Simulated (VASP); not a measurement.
Wanted: the native input for a VASP 6.6.1 run.

```
Task                   : relaxation of cell and atoms
Functional             : AM05
Potentials or basis    : VASP PAW PBE potentials, release 64 (Cd, S)
Cutoff                 : 600 eV
k mesh                 : 9 × 9 × 4
Occupations            : gaussian, width 0.03 eV
Spin                   : no spin polarisation
Further INCAR settings : ALGO = Normal; EDIFF = 1e-06; IBRION = 2; EDIFFG = -0.01; NSW = 90; ISIF = 3
```

The structure of CdS (Greenockite) lies in POSCAR:

```
CdS
1.0
    4.1500000000      0.0000000000      0.0000000000
   -2.0750000000      3.5940054257      0.0000000000
    0.0000000000      0.0000000000      6.7370000000
Cd S
2 2
Direct
    0.3333333333      0.6666666667      0.0000000000
    0.6666666667      0.3333333333      0.5000000000
    0.3333333333      0.6666666667      0.3750000000
    0.6666666667      0.3333333333      0.8750000000
```

These files were run (other wordings do the same):

INCAR

```
SYSTEM = CdS
ALGO     = Normal         ! electronic algorithm
EDIFF    = 1E-6           ! SCF threshold, eV
EDIFFG   = -0.01          ! ionic threshold
ENCUT    = 600            ! plane-wave cutoff, eV
GGA      = AM             ! functional
IBRION   = 2              ! ionic algorithm
ISIF     = 3              ! what is computed and relaxed
ISMEAR   = 0              ! smearing method
LASPH    = .True.         ! aspherical terms in the spheres
LCHARG   = .False.        ! write CHGCAR
LREAL    = .False.        ! projectors in reciprocal space
LWAVE    = .False.        ! write WAVECAR
NELM     = 80             ! most SCF steps
NSW      = 90             ! ionic steps
PREC     = Accurate       ! precision mode
SIGMA    = 0.03           ! smearing width, eV
```

KPOINTS

```
k-points
0
Gamma
  9 9 4
  0 0 0
```

Potentials or basis: VASP PAW PBE potentials, release 64 (Cd, S).

The run is started by

```bash
$ cat potpaw_PBE.64/Cd/POTCAR potpaw_PBE.64/S/POTCAR > POTCAR
$ mpirun -np 1 vasp_std > vasp.out
```

It gave:

```
Relaxed volume                         : 25.09 Å³/atom
Relaxed cell                           : a = 4.142 Å, b = 4.142 Å, c = 6.754 Å, α = 90.00°, β = 90.00°, γ = 120.00°
Space group after relaxing (to 0.05 Å) : P6_3mc (No. 186)
Energy gained by relaxing              : 0.2 meV/atom
Ionic steps                            : 2
Pressure after relaxing                : 0.0 GPa
Largest force after relaxing           : 0.005 eV/Å
Band gap on the k mesh                 : 1.18 eV, direct
```

Caveat: the PAW data sets were made with another functional, which shifts forces and pressure a little.

Run time: 64 s on 1 thread of Intel(R) Xeon(R) 6975P-C (Granite Rapids), on a shared host, peak memory 0.31 GiB.
